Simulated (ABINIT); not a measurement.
BN:

```
N B
1.0
     2.50804    0.00000    0.00000
    -1.24671    2.17623    0.00000
    -0.63067   -1.08812    3.02254
N B
1 1
Direct
  0.66851 0.33238 0.98500
  0.97964 0.98350 0.00181
```

The cell comes from a database or a generator and needn't be the stable form of this composition.

Program: ABINIT 10.8.3 (patched build). Alike in all runs: task band structure; no spin polarisation; cell as given; smearing fermi-dirac 0.05 eV.

Problem. Order these runs on this cell by their pressure, lowest first.
A. level LDA; potentials or basis JTH PAW LDA v2.0; k mesh 13 × 13 × 9; cutoff (eV) 707; fine-grid cutoff 1306.15 eV
B. level PBEsol; potentials or basis JTH PAW PBE v2.0; k mesh 13 × 13 × 9; cutoff (eV) 707; fine-grid cutoff 1306.15 eV
C. level r2SCAN; potentials or basis JTH PAW PBE v2.0; k mesh 11 × 11 × 8; cutoff (eV) 844; fine-grid cutoff 1442.2 eV

Solution. A (-3.9 GPa), B (2.0 GPa), C (4.9 GPa).

Caveats: the atomic spheres overlap; the PAW data sets were made with another functional, which shifts forces and pressure a little (some runs).
